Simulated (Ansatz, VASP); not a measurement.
**Cross-check of SiC (4H-SiC) between VASP and Ansatz**

Wanted: the spread between two codes on one cell, functional and k mesh. The cell is taken from a series of runs on this material, whose earlier steps may have relaxed, scaled, displaced or heated it; both programs get it as it stands.

Main program and level: Ansatz 0.2.0; plane waves, with VASP 6.6.1 beside it; relaxation of cell and atoms at PBEsol.

### Step 1. The starting structure

Symmetry: P6_3mc, No. 186, hexagonal system. The conventional cell has a = 3.073 Å, b = 3.073 Å, c = 10.053 Å, α = 90.00°, β = 90.00°, γ = 120.00°. Nearest to Si lie 4 C at 1.88 Å. Nearest to C lie 4 Si at 1.88 Å. Nearest to C lie 4 Si at 1.88 Å. Farther neighbours are not listed.

### Step 2. Ansatz: relaxation of cell and atoms, PBEsol

Ansatz runs on its default PAW (the set named soft_2) files.

The relaxed volume is the usual yardstick between codes: in a stiff, nearly cubic crystal its relative difference is about their pressure difference at one cell divided by the bulk modulus.

Input file input.yaml:

```yaml
crystal:
  lattice:
    - [3.073, 0.0, 0.0]
    - [-1.5365, 2.6612960658, 0.0]
    - [0.0, 0.0, 10.053]
  atoms:
    - { symbol: Si, position: [0.0, 0.0, 0.0] }
    - { symbol: Si, position: [0.0, 0.0, 0.5] }
    - { symbol: Si, position: [0.3333333333, 0.6666666667, 0.25] }
    - { symbol: Si, position: [0.6666666667, 0.3333333333, 0.75] }
    - { symbol: C, position: [0.0, 0.0, 0.1875] }
    - { symbol: C, position: [0.0, 0.0, 0.6875] }
    - { symbol: C, position: [0.3333333333, 0.6666666667, 0.4375] }
    - { symbol: C, position: [0.6666666667, 0.3333333333, 0.9375] }
hamiltonian:
  xc: pbesol
kpoints:
  mp_grid: { grid: [12, 12, 4] }
scf:
  occupations: { method: fermi_dirac, width: 0.02 }
  convergence: { dr2_threshold: 1.0e-09 }
relax:
  cell: {}
  f_tol: 0.003
  max_steps: 40
```

Run with:

```console
$ ansatz run input.yaml --threads 4 --pin off --max-ram 8192MiB --backend cpu --events-out ev --progress --plain --runs-dir out
```

Numbers of over 12 decimals in the logs are rounded to 6 here.

Log:

```text
Warning: relax.cell: scf.convergence.dr2_threshold = 1e-9 eV is looser than the 8e-10 eV advised for a relaxation that steers and ends on the stress (1e-10 eV for each atom of the cell: 8). What an SCF threshold leaves in a stress goes as its square root, and in the free energy as the threshold itself, and one threshold admits the most on a small cell: [figures from the program's tests cut] Set scf.convergence.dr2_threshold to 8e-10 eV or tighter. The threshold is an SCF's pass mark: one that does not reach it within its budget of iterations ends unconverged, or closes short of it on a stop that the run arms, and scf.convergence.dr2_threshold's page says what that costs each kind of run
Engine: ansatz 0.2.0, aarch64-unknown-linux-gnu
Pseudopotentials: kind: paw
Pseudopotential: Si, paw, valence charge 4, recommended cutoff 420 eV (normal), Si.paw.azcp
Pseudopotential: C, paw, valence charge 4, recommended cutoff 420 eV (normal), C.paw.azcp
Functional definition: PBEsol
  exchange = pbesol_x
  correlation = pbesol_c
Crystal: 8 atoms, lattice volume = 82.215 Å³
Basis set: ecut = 420 eV, 1605 PW (Γ), exchange–correlation on 48×48×144 points (8 copies of the dense FFT grid, shifted against one another)
Bands: 24, of which v1, the nominal top of the filled ones, is band 16 counted from 1 (15 counted from 0)
Symmetry: 12 space group operations
Space group: P63mc (ITA 186), of the structure as read, at distance tolerance 4.3e-5 Å
k-points: 57 of 576 (time reversal used)
Non-local potential: Si, projectors of the file, l = 0: 2, l = 1: 2, l = 2: 2
Non-local potential: C, projectors of the file, l = 0: 2, l = 1: 2, l = 2: 1
PAW form: soft (Blöchl's): semilocal exchange-correlation on the pseudo side does not see the compensation charge
PAW frozen core: Si, regenerated for the run's functional, and the local potential with it (the file was generated under x = pbe(κ = 0.804, μ = 0.219515), c = pbe(β = 0.066725))
PAW frozen core: C, regenerated for the run's functional, and the local potential with it (the file was generated under x = pbe(κ = 0.804, μ = 0.219515), c = pbe(β = 0.066725))
PAW one-centre angular grid: Si, 110 points (default); XC on 64 Gauss nodes
PAW one-centre angular grid: C, 110 points (default); XC on 64 Gauss nodes
Initial density: superposition of atomic densities (neutral atoms: chi_scale 0, normalization atom), corrected by the library's trained network
Initial wavefunctions: pseudopotential atomic-orbital guess
Functional: x = pbesol(κ = 0.804, μ = 0.123457), c = pbesol(β = 0.046)
SCF iter   1: F=—  HF=-3474.854633 eV  |F-HF|=—  |Δ(HF+E_count)|=         —  Δρ=8.60e-3  dr2=7.38e-2  ethr=1.77e-3  ⟨swp⟩=6.3  Hψ=7628  notcnv=0
preconditioner: auto → none  [insulator: Δε(μ)=2.006 eV  Ē_g=11.875 eV  σ=0.020 eV  W_gap=1.00  n_scr=6 (ndim 8)  ℏωp=23.2 eV  f_vac=0.000  D(μ)=0.00/eV (n_scr^D=0)  ε∞_Penn≈4.8]
SCF iter   2: F=—  HF=-3474.833571 eV  |F-HF|=—  |Δ(HF+E_count)|=   2.11e-2  Δρ=1.58e-3  dr2=1.97e-3  ethr=2.31e-4  ⟨swp⟩=2.8  Hψ=2884  notcnv=0  defer=164
SCF iter   3: F=—  HF=-3474.833241 eV  |F-HF|=—  |Δ(HF+E_count)|=   3.30e-4  Δρ=5.36e-4  dr2=1.64e-4  ethr=6.16e-6  ⟨swp⟩=2.2  Hψ=2116  notcnv=0  defer=176
SCF iter   4: F=—  HF=-3474.833257 eV  |F-HF|=—  |Δ(HF+E_count)|=   1.63e-5  Δρ=9.72e-5  dr2=1.41e-5  ethr=5.12e-7  ⟨swp⟩=2.7  Hψ=2219  notcnv=0  defer=176
SCF iter   5: F=—  HF=-3474.833294 eV  |F-HF|=—  |Δ(HF+E_count)|=   3.70e-5  Δρ=3.66e-5  dr2=9.69e-7  ethr=4.40e-8  ⟨swp⟩=2.0  Hψ=1822  notcnv=0  defer=176
SCF iter   6: F=—  HF=-3474.833292 eV  |F-HF|=—  |Δ(HF+E_count)|=   2.33e-6  Δρ=9.26e-6  dr2=4.13e-8  ethr=3.03e-9  ⟨swp⟩=2.0  Hψ=1803  notcnv=0  defer=176
SCF iter   7: F=-3474.833292 eV  HF=-3474.833292 eV  |F-HF|=7.93e-10  |Δ(HF+E_count)|=   2.28e-8  Δρ=1.54e-6  dr2=9.75e-10  ethr=3.13e-12  ⟨swp⟩=3.5  Hψ=5296  notcnv=0
SCF 1 converged in 7 iterations: F = -3474.833292 eV  dr2 = 9.75e-10
  greatest PAW one-centre occupation: 0.644 electrons in one spin orbital (limit 2), on the C atom at site 7 (counted from 0), in its partial waves of l = 0
relax step   1: F+E_penalty+E_count = -3474.83329156 eV  Δ(F+E_penalty+E_count) = +0.000e0 eV  max|allowed force component| = 1.512e-1 eV/Å  Δτ_max = 0.0000 Å  P = +1.249 GPa  Ω = 82.215 Å³  (7 SCF iters, accepted)
[...]
relax step   2: F+E_penalty+E_count = -3474.83495686 eV  Δ(F+E_penalty+E_count) = -1.665e-3 eV  max|allowed force component| = 7.215e-2 eV/Å  Δτ_max = 0.0024 Å  P = +0.566 GPa  Ω = 82.460 Å³  energy of the carried Pulay correction = -4.565e-4 eV  (6 SCF iters, accepted)
[...]
relax step   3: F+E_penalty+E_count = -3474.83515872 eV  Δ(F+E_penalty+E_count) = -2.019e-4 eV  max|allowed force component| = 1.219e-2 eV/Å  Δτ_max = 0.0019 Å  P = -0.016 GPa  Ω = 82.673 Å³  energy of the carried Pulay correction = -8.518e-4 eV  (6 SCF iters, accepted)
[...]
relax step   4: F+E_penalty+E_count = -3474.83518070 eV  Δ(F+E_penalty+E_count) = -2.197e-5 eV  max|allowed force component| = 4.382e-4 eV/Å  Δτ_max = 0.0003 Å  P = +0.002 GPa  Ω = 82.666 Å³  energy of the carried Pulay correction = -8.396e-4 eV  (6 SCF iters, accepted)
[...]
relax step   5: F+E_penalty+E_count = -3474.83605098 eV  Δ(F+E_penalty+E_count) = -8.703e-4 eV  max|allowed force component| = 4.487e-4 eV/Å  Δτ_max = 0.0000 Å  P = +0.020 GPa  Ω = 82.666 Å³  stress off target by 2.33e-2 GPa  SCF on the basis re-selected at this cell (its energy is not comparable with the rows above)  (7 SCF iters)
basis re-selected at this cell: Δ(F+E_penalty+E_count) = -8.703e-4 eV, ΔP = +0.018 GPa vs the last step (what re-selecting the basis moved, of the pressure what is left beyond the Pulay correction that the steps carried, after the strain that the cell walked since its last selection, with what the two solves' SCF thresholds leave and, on support functions, any second-order correction that the steps lacked; it is no m [...]
SCF converged after 7 iterations
Free energy (F): -3474.836051 eV
Harris-Foulkes:  -3474.836051 eV  (|F-HF|=9.09e-13)
Internal energy: -3474.836051 eV  (E = F + TS)
E sigma→0 (E₀):  -3474.836051 eV
Fermi energy:    10.558294 eV
--- Per-component energies (eV) ---
  E_band       = 112.635020
  E_kinetic    = 541.280616
  E_local      = -416.457336  (includes V_loc(G=0)·N_el)
  E_nonlocal   = 207.933741
  E_hartree    = 126.911089
  E_xc         = -418.581779
  E_vxc        = -436.726347  (∫ρ·V_xc dr)
  E_paw        = -2377.359576  (= ΣΔE_a)
  E_vpaw       = -37.217884  (= ΣTr[D̂ρ^β])
  E_aug_tail   = 0.000052  (compensation charges beyond the density's cutoff)
  E_ewald      = -1138.773502
  E_core_change = 0.210645  (= ΣΔE_core)
  E_smearing   = -0.000000  (= −TS)
  E_closure    = -0.000000  (closes the sum)
  Σ components = -3474.836051   (vs F -3474.836051, Δ=0.00e0)
--- Forces (eV/Å), atoms counted from 1 ---
  atom   1  Si     0.00000000     0.00000000     0.00043829
  atom   2  Si     0.00000000    -0.00000000     0.00043829
  atom   3  Si     0.00000000     0.00000000     0.00033449
  atom   4  Si     0.00000000    -0.00000000     0.00033449
  atom   5  C      0.00000000    -0.00000000    -0.00044886
  atom   6  C     -0.00000000     0.00000000    -0.00044886
  atom   7  C      0.00000000     0.00000000    -0.00032442
  atom   8  C      0.00000000    -0.00000000    -0.00032442
  max |Σ_I F_I| component: 9.90e-7 eV/Å
--- Stress (GPa, compression-positive) ---
        0.023305       0.000000       0.000000
        0.000000       0.023305       0.000000
        0.000000       0.000000       0.014024
  P = ⅓ Tr σ = 0.0202 GPa (0.202 kbar)
--- Relaxed structure (4 steps of the walk, 4 accepted, 1 SCFs on fresh bases) ---
  F+E_penalty+E_count = -3474.83605098 eV   max|allowed force component| = 4.487e-4 eV/Å   (the final SCF, on the basis selected at the relaxed cell)
  cell:  # Å, volume = 82.6663 Å³
    - [3.077930, -1.8245943251605197e-19, 0]
    - [-1.538965, 2.665566, 0]
    - [0, 0, 10.075815]
  atoms:
    - { symbol: Si, position: [0, 0, -0.00016029] }
    - { symbol: Si, position: [0, 0, 0.499840] }
    - { symbol: Si, position: [0.333333, 0.666667, 0.249913] }
    - { symbol: Si, position: [0.666667, 0.333333, 0.749913] }
    - { symbol: C, position: [0, 0, 0.187302] }
    - { symbol: C, position: [0, 0, 0.687302] }
    - { symbol: C, position: [0.333333, 0.666667, 0.437945] }
    - { symbol: C, position: [0.666667, 0.333333, 0.937945] }
```

The column dr2 measures how far the density is from self-consistency, as an energy; F and HF (Harris–Foulkes) agree once it is small.

(Continued in part 2 of 2.)

[Lines on the potential files, build, host, timing and source positions are cut from VASP's logs without a mark.]

[Logs are printed without paths, hosts, clocks, repeated set-up lines and the standing remarks that a program may print on its own settings, such as how far it seeks lower states.]

[Hosts, paths, dates, database ids (printed as entryN), source tags and the programs' standing remarks are cut or masked in the printed files.]
